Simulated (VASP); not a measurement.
Ni, 2 atoms in the cell. It takes space group P6_3/mmc (No. 194, hexagonal). The conventional cell has a = 2.445 Å, b = 2.445 Å, c = 4.018 Å, α = 90.00°, β = 90.00°, γ = 120.00°. Around Ni (site symmetry -6m2) lie 12 Ni at 2.45 to 2.46 Å. This isn't the form of Ni at room conditions, which is fcc.

- Program: VASP 6.6.1
- Task: single point
- Functional: PBEsol
- Potentials or basis: VASP PAW PBE potentials, release 64 (Ni)
- Cutoff: 700 eV
- k mesh: 21 × 21 × 10
- Occupations: gaussian, width 0.1 eV
- Spin: collinear spin, ferromagnetic start
- Starting moments: [1.0, 1.0] μB
- Further INCAR settings: ALGO = Fast; EDIFF = 1e-06; NBANDS = 21

Potentials or basis: VASP PAW PBE potentials, release 64 (Ni).

Launch:

```bash
$ cat potpaw_PBE.64/Ni/POTCAR > POTCAR
$ mpirun -np 1 vasp_std > vasp.out
```

Hardware: 1 thread of Intel(R) Xeon(R) Platinum 8488C (Sapphire Rapids), on a shared host.

Question: How long does it take, and how much memory?

Answer: Wall time 7.7 min on 1 thread of Intel(R) Xeon(R) Platinum 8488C (Sapphire Rapids), with other jobs on the host, peak memory 0.7 GiB. Counts: scf iterations 14, k points 726.
